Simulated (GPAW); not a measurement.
Crystal: MnO.

```
Mn O
1.0
     0.00000    2.22391    2.22391
     2.22391    0.00000    2.22391
     2.22391    2.22391    0.00000
Mn O
1 1
Direct
  0.00000 0.00000 0.00000
  0.50000 0.50000 0.50000
```

The cell is a database's computed one.

Base run:

| Quantity | Value |
| --- | --- |
| Program | GPAW 26.7.0 |
| Functional | vdW-DF |
| Potentials or basis | GPAW PAW data sets (gpaw-data 1.2.1) |
| Cutoff | 800 eV |
| Basis | pw |
| k mesh | 7 × 7 × 7 |
| Occupations | fermi-dirac, width 0.05 eV |
| Spin | collinear spin, ferromagnetic start |
| Starting moments | [4.0, 0.0] μB |

Its results: net moment 4.72 μB per cell; site moments Mn +4.22; O +0.17 μB.

Problem. The run is repeated on the same cell with these changes: functional from vdW-DF to r2SCAN; band points from 60 to 100. What comes out?

Solution. Net moment 4.99 μB per cell; site moments Mn +4.44; O +0.20 μB.

Caveats: a cell with one magnetic atom can't hold antiferromagnetic order, which such compounds often take.

Not every run made on this cell is shown here.
